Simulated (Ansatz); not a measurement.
A nudged elastic band was laid between two geometries of a periodic cell of 33 atoms, Al (host Al, host structure fcc, interstitial Al).

Computed with DFT PBE-D3(BJ), scalar-relativistic, plane waves, PAW (Ansatz). Settings: cutoff 420 eV, k mesh 3x3x3, gaussian smearing 0.05 eV, no spin polarisation.

| Quantity | Value |
| --- | --- |
| movable images | 7 |
| climbing image | yes |
| spring | 5.0 eV/Å² |
| optimiser | quadratic models (default) |
| start path | IDPP |
| force threshold | 0.03 eV/Å |
| iteration limit | 43 |
| end points | relaxed |

Initial state:

```xyz
33
Lattice="8.1000 0.0000 0.0000 0.0000 8.1000 0.0000 0.0000 0.0000 8.1000" Properties=species:S:1:pos:R:3
Al 4.061 0.001 -0.041
Al 6.102 2.059 0.033
Al 5.964 0.002 2.025
Al -0.005 0.002 -0.118
Al 2.011 2.036 0.010
Al 4.032 4.051 -0.120
Al 6.103 6.042 0.034
Al 2.149 0.002 2.025
Al 4.032 1.906 2.025
Al 5.546 4.050 2.024
Al 4.061 0.001 4.090
Al 6.104 2.061 4.016
Al 6.039 0.001 6.074
Al 0.021 4.050 -0.458
Al 2.010 6.066 0.011
Al 0.021 1.567 2.024
Al 2.425 4.050 2.024
Al 4.032 6.196 2.025
Al -0.005 0.002 4.167
Al 2.009 2.037 4.040
Al 4.032 4.051 4.169
Al 6.105 6.041 4.015
Al 2.069 0.001 6.074
Al 4.061 1.985 6.074
Al 5.964 4.051 6.076
Al 0.021 6.541 2.024
Al 0.021 4.050 4.516
Al 2.008 6.065 4.039
Al -0.005 1.908 6.076
Al 2.149 4.051 6.076
Al 4.061 6.116 6.074
Al -0.005 6.194 6.076
Al -0.088 4.055 2.030
```

Final state:

```xyz
33
Lattice="8.1000 0.0000 0.0000 0.0000 8.1000 0.0000 0.0000 0.0000 8.1000" Properties=species:S:1:pos:R:3
Al 4.062 -0.042 -0.005
Al 5.964 2.028 0.008
Al 6.091 0.023 2.047
Al -0.004 -0.123 0.008
Al 2.150 2.028 0.008
Al 4.062 4.087 -0.005
Al 6.040 6.067 -0.005
Al 2.023 0.001 2.026
Al 4.034 2.028 1.902
Al 6.106 4.017 2.063
Al 4.034 -0.124 4.052
Al 5.550 2.011 4.040
Al 6.102 0.034 6.046
Al -0.004 4.163 0.008
Al 2.069 6.067 -0.005
Al 0.021 2.011 1.591
Al 2.008 4.040 2.040
Al 4.062 6.067 1.983
Al 0.021 -0.422 4.040
Al 2.429 2.011 4.040
Al 4.034 4.165 4.052
Al 5.964 6.086 4.052
Al 2.013 0.012 6.068
Al 4.034 2.028 6.192
Al 6.117 4.007 6.031
Al -0.004 6.086 1.903
Al 0.021 4.555 4.040
Al 2.150 6.086 4.052
Al 0.021 2.011 6.566
Al 1.997 4.029 6.053
Al 4.062 6.067 6.113
Al -0.004 6.086 6.191
Al -0.083 2.082 4.089
```

**Question.** What changes between the two ends?

**Answer.** Contacts lost: Al10–Al33, Al14–Al33, Al16–Al19, Al17–Al33, Al19–Al29, Al26–Al33, Al27–Al29. Contacts made: Al12–Al33, Al14–Al16, Al14–Al26, Al19–Al33, Al20–Al33, Al26–Al27, Al29–Al33. The atom that moves furthest is Al33, by 2.85 Å; four of its nearest neighbours are Al10 2.47, Al27 2.49, Al26 2.49, Al16 2.49 Å at the first end and Al12 2.47, Al27 2.48, Al29 2.48, Al16 2.50 Å at the last.

**Question.** Give the energies along the band, and the barrier.

**Answer.** It converged. The highest image is number 4 of 0 to 8, 0.56 eV above the ends, which have the same energy within 2 meV. The profile has 2 maxima (images 4, 7) with wells between them (image 6): this band takes more than one step, which may be the mechanism or a detour left from its start path. By the program's own check the climbing image is a first-order saddle point (lowest curvatures found: -0.57 and 0.28 eV/Å²). Limits of this set-up: coarse k mesh, a small cell, in which the defect meets its images.

```csv
image,path coordinate (Å),energy (eV),Al10–Al33 (Å),Al14–Al33 (Å),Al16–Al19 (Å)
0,0.00,0.00,2.47,2.49,2.65
1,0.65,0.00,2.49,2.50,2.56
2,1.30,0.18,2.49,2.54,2.56
3,1.95,0.44,2.50,2.62,2.62
4,2.60,0.56,2.55,2.76,2.68
5,3.71,0.25,2.72,3.40,2.68
6,4.82,0.00,2.87,4.07,2.75
7,5.93,0.04,3.01,4.26,3.05
8,7.04,0.00,3.39,4.53,3.45
```

**Question.** What is the geometry of the highest image?

**Answer.** 
```xyz
33
Lattice="8.1000 0.0000 0.0000 0.0000 8.1000 0.0000 0.0000 0.0000 8.1000" Properties=species:S:1:pos:R:3
Al 4.048 0.008 -0.067
Al 6.035 1.993 -0.052
Al 5.913 -0.103 1.991
Al -0.002 0.225 -0.285
Al 2.061 1.993 -0.052
Al 4.048 3.989 -0.143
Al 5.913 6.049 0.044
Al 2.183 -0.103 1.991
Al 4.048 1.952 1.965
Al 5.813 4.032 1.932
Al 4.048 0.084 4.051
Al 6.079 1.973 3.979
Al 6.035 -0.008 6.047
Al -0.002 3.793 0.174
Al 2.183 6.049 0.044
Al -0.002 1.226 2.000
Al 2.282 4.032 1.932
Al 4.048 6.042 1.999
Al -0.002 -0.233 4.247
Al 2.016 1.973 3.979
Al 4.048 3.953 4.087
Al 5.813 6.109 4.008
Al 2.061 -0.008 6.047
Al 4.048 2.006 6.034
Al 6.079 4.062 6.068
Al -0.002 6.139 1.901
Al -0.002 5.132 4.583
Al 2.283 6.109 4.008
Al -0.002 2.175 5.865
Al 2.016 4.062 6.068
Al 4.048 6.076 6.088
Al -0.002 6.040 6.815
Al -0.002 3.458 2.909
```

The band took 27 iterations and of the order of 110 core-minutes.

Time of the run: 32 min on 4 threads of Intel(R) Xeon(R) Platinum 8488C (Sapphire Rapids), with other jobs on the host, peak memory 3.6 GiB.
